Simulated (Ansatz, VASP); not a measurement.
**P in VASP and in Ansatz**

```
P
1.0
    -1.55272    1.55272    1.55272
     1.55272   -1.55272    1.55272
     1.55272    1.55272   -1.55272
P
1
Direct
  0.00000 0.00000 0.00000
```

Alike in both runs: task single point; functional BLYP; k mesh 16 × 16 × 16; occupations fermi-dirac, width 0.1 eV; no spin polarisation.

|  | VASP | Ansatz |
| --- | --- | --- |
| version | VASP 6.6.1 | Ansatz 0.2.0 |
| potentials or method | VASP PAW PBE potentials, release 64 (P) | plane waves (420 eV) with PAW, scalar-relativistic |
| plane-wave cutoff (eV) | 520 | 420 |
| valence electrons in the cell | 5 | 5 |

Ansatz gave:

| Quantity | Value |
| --- | --- |
| pressure (GPa) | 6.8 |

Task: What did VASP give for the same quantities?

Result: Pressure (GPa): 7.0.

The functional is the same, so the differences come from potentials, cutoffs and numerics.

Caveats: the PAW data sets were made with another functional, which shifts forces and pressure a little (VASP).
